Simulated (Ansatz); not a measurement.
Contact densities of Cs against volume

```
CELL_PARAMETERS angstrom
3.01901 -4.33813 0.00000
3.01901 4.33813 0.00000
-2.57494 0.00000 4.41389
ATOMIC_POSITIONS crystal
Cs 0.00000 0.00000 0.50000
```

The cell is the one relaxed in the Materials Project (mp-1096915), not relaxed further here; entries there can be hypothetical.

No spin–orbit coupling, which matters for the heavy atoms here.

Computed with Ansatz 0.2.0, DFT, r2SCAN, all-electron PAW with datasets made for the crystal, scalar-relativistic.

Settings: a Γ-centred 9×9×9 k mesh, Fermi–Dirac smearing of 0.08 eV, cutoff 300 eV (chosen by the program for this cell), no spin polarisation.

The contact density is the mean electron density over the nuclear volume; its changes follow the s electrons' response to bonding and compression. Changes below are taken from the unscaled cell, where it is 1.89704e+06 e/Å³ at Cs.

| V/V(cell) | P (GPa) | Δρ(0) Cs (e/Å³) |
| --- | --- | --- |
| 0.9600 | 0.2 | ? |
| 1.0000 | 0.1 | 0.00 |
| 1.0400 | 0.0 | ? |

Problem. Fill in "Δρ(0) Cs (e/Å³)" for the row "1.0400".

Solution. -1.13.

Problem. What belongs in the row "0.9600", column "Δρ(0) Cs (e/Å³)"?

Solution. 1.25.

The datasets are made afresh for each cell, so very small changes are uncertain. Scalar relativity leaves out the p1/2 density at heavy nuclei.
